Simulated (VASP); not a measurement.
A run of VASP 6.6.1 is set up as follows.

File POSCAR:

```
SnTe
1.0
    0.0000000000      3.6334429885      3.4801884465
    3.6334429885      0.0000000000      3.4801884465
    3.6334429885      3.6334429885      0.0000000000
Sn Te
1 1
Direct
    0.0000000000      0.0000000000      0.0000000000
    0.2500000000      0.2500000000      0.2500000000
```

The input INCAR.step1:

```
PREC = Accurate ; ENCUT = 520
ISMEAR = -1 ; SIGMA = 0.02
LREAL = F ; LASPH = T
NELM = 60 ; NBANDS = 17
GGA = PE ; ALGO = Normal
EDIFF = 1E-4 ; LWAVE = T
LCHARG = F
```

The input INCAR.step2:

```
PREC = Accurate ; ENCUT = 520
EDIFF = 1E-7 ; ISMEAR = -1
SIGMA = 0.02 ; LREAL = F
LASPH = T ; NELM = 60
ALGO = Normal ; ISIF = 2
LWAVE = F ; LCHARG = F
METAGGA = R2SCAN ; LMIXTAU = T
NBANDS = 17 ; ISTART = 1
```

Contents of KPOINTS:

```
regular mesh
0
Gamma
  6 6 6
```

Potentials or basis: VASP PAW PBE potentials, release 64 (Sn_d, Te).

The run is started by

```console
$ cat potpaw_PBE.64/Sn_d/POTCAR potpaw_PBE.64/Te/POTCAR > POTCAR
$ cp INCAR.step1 INCAR
$ mpirun -np 1 vasp_std > vasp.out
$ cp INCAR.step2 INCAR
$ mpirun -np 1 vasp_std > vasp.out
```

Question: Predict the band gap on the k mesh.

Answer: 0.11 eV, indirect (least direct gap 0.84 eV).

Question: What does it give for the pressure?

Answer: 0.0 GPa.

Caveat: the PAW data sets were made with another functional, which shifts forces and pressure a little; spin-orbit coupling is left out, which moves the levels of the heavy elements. A k mesh can miss the band edges.
